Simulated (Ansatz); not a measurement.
# SnSe: pressure up to the limit of the methods

How does SnSe answer strong compression? The runs shown use PAW. Its runs: atoms relaxed at the given volume (PAW); volume scaled by 1 (PAW); atoms relaxed at 0.9 of the volume (PAW); volume scaled by 0.9 (PAW); atoms relaxed at 0.85 of the volume (PAW); volume scaled by 0.85 (PAW); atoms relaxed at 0.7 of the volume (PAW); volume scaled by 0.7 (PAW).

Method: DFT, PBEsol, PAW with Ansatz's default frozen-core files, scalar-relativistic, in Ansatz 0.2.0.

## (1) The starting structure

The structure is cubic, space group Fm-3m (No. 225). Conventional cell: a = 6.021 Å, b = 6.021 Å, c = 6.021 Å, α = 90.00°, β = 90.00°, γ = 90.00°. Sn (site symmetry m-3m) is surrounded by 6 Se at 3.01 Å. Se (site symmetry m-3m) is surrounded by 6 Sn at 3.01 Å.

Structure file:

```
Sn Se
1.0
     0.00000    3.01043    3.01043
     3.01043    0.00000    3.01043
     3.01043    3.01043    0.00000
Sn Se
1 1
Cartesian
  0.0000 0.0000 0.0000
  3.0104 3.0104 3.0104
```

Whether this phase is the stable one at these pressures isn't tested.

Atoms are numbered in the order of the input: Sn1, Se2.

## (2) Atoms relaxed at the given volume, PAW

input.yaml

```yaml
crystal:
  lattice:
    - [0.0, 3.0104337128, 3.0104337128]
    - [3.0104337128, 0.0, 3.0104337128]
    - [3.0104337128, 3.0104337128, 0.0]
  atoms:
    - { symbol: Sn, position: [0.0, 0.0, 0.0] }
    - { symbol: Se, position: [0.5, 0.5, 0.5] }
kpoints:
  mp_grid: { grid: [10, 10, 10] }
scf:
  occupations: { method: fermi_dirac, width: 0.05 }
hamiltonian:
  xc: pbesol
  pseudopotentials: { kind: paw }
output:
  forces: true
  stress: true
relax:
  f_tol: 0.01
  max_steps: 30
```

Run with:

```bash
> ansatz run input.yaml --threads 1 --pin off --max-ram 2048MiB --backend cpu --events-out ev --progress --plain --runs-dir out
```

After this run come: Volume scaled by 1, PAW; Atoms relaxed at 0.9 of the volume, PAW; Volume scaled by 0.9, PAW; Atoms relaxed at 0.85 of the volume, PAW; Volume scaled by 0.85, PAW; Atoms relaxed at 0.7 of the volume, PAW; Volume scaled by 0.7, PAW.

**Question.** What will these runs give? Wanted: PAW pressure at 0.7 of the volume; fitted bulk modulus at zero pressure.

As calculated:

| quantity | value |
| --- | --- |
| PAW pressure at 0.7 of the volume | 35.4 GPa |
| fitted bulk modulus at zero pressure (PAW) | 56 GPa |
| its pressure derivative | 4.23 |

By PAW the pressure climbs to 35 GPa at 0.7 of the first volume. One third-order Birch-Murnaghan curve follows these points (B₀ = 56 GPa, B′ = 4.23, misfit at most 0.01 GPa). A fit over so wide a range leans to the high pressures, so B₀ can be off by several per cent. The gap goes from 0.34 to none: pressure closes it at this level, in a cell held to this structure, which the real crystal may leave first. No all-electron run checks these rows here, and frozen cores can fail under such compression. The ions are at rest, and the electrons smeared by 0.05 eV.
